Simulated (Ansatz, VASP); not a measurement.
**One calculation of As, two programs**

File INCAR:

```
PREC = Accurate ; ENCUT = 520
EDIFF = 1E-8 ; ISMEAR = -1
SIGMA = 0.05 ; LREAL = F
LASPH = T ; NELM = 80
ALGO = Normal ; ISIF = 2
LWAVE = F ; LCHARG = F
GGA = CA ; LEFG = T
NBANDS = 12
```

KPOINTS

```
regular mesh
0
Gamma
  13 13 13
```

POSCAR

```
As
1.0
    1.8734626231      1.0816441497      3.4741118193
   -1.8734626231      1.0816441497      3.4741118193
    0.0000000000     -2.1632882995      3.4741118193
As
2
Direct
    0.2275400000      0.2275400000      0.2275400000
    0.7724600000      0.7724600000      0.7724600000
```

Input for Ansatz:

```yaml
crystal:
  lattice:
    - [1.8734626231, 1.0816441497, 3.4741118193]
    - [-1.8734626231, 1.0816441497, 3.4741118193]
    - [0.0, -2.1632882995, 3.4741118193]
  atoms:
    - { symbol: As, position: [0.22754, 0.22754, 0.22754] }
    - { symbol: As, position: [0.77246, 0.77246, 0.77246] }
kpoints:
  mp_grid: { grid: [13, 13, 13] }
scf:
  occupations: { method: fermi_dirac, width: 0.05 }
hamiltonian:
  xc: lda
  pseudopotentials: { kind: all_electron, datasets: crystal }
output:
  forces: true
  stress: true
  eigenvalues: true
  efg: { contact_densities: true }
```

Change from the starting cell: volume scaled by 0.99, crystal datasets.

Alike in both runs: task electric field gradients; functional LDA; k mesh 13 × 13 × 13; occupations fermi-dirac, width 0.05 eV; no spin polarisation.

|  | VASP | Ansatz |
| --- | --- | --- |
| version | VASP 6.6.1 | Ansatz 0.2.0 |
| potentials or method | VASP PAW LDA potentials, release 64 (As) | all-electron PAW with datasets made for the crystal, scalar-relativistic |
| plane-wave cutoff (eV) | 520 | see its input |

VASP gave:

```
pressure (GPa)                                                 : -0.3
largest component of the traceless stress (GPa)                : 0.90
rms of the force components (eV/Å)                             : 0.119
Vzz of the field gradient on the site that differs most (V/Å²) : -45.9
```

Task: What did Ansatz give for the same quantities?

Result: Pressure (GPa): -0.7; largest component of the traceless stress (GPa): 0.77; rms of the force components (eV/Å): 0.078; Vzz of the field gradient on the site that differs most (V/Å²): -49.1.

Atom by atom the forces differ by 0.042 eV/Å (rms over components). Ansatz ran all-electron here, so the differences hold the error of VASP's frozen core and of both bases.
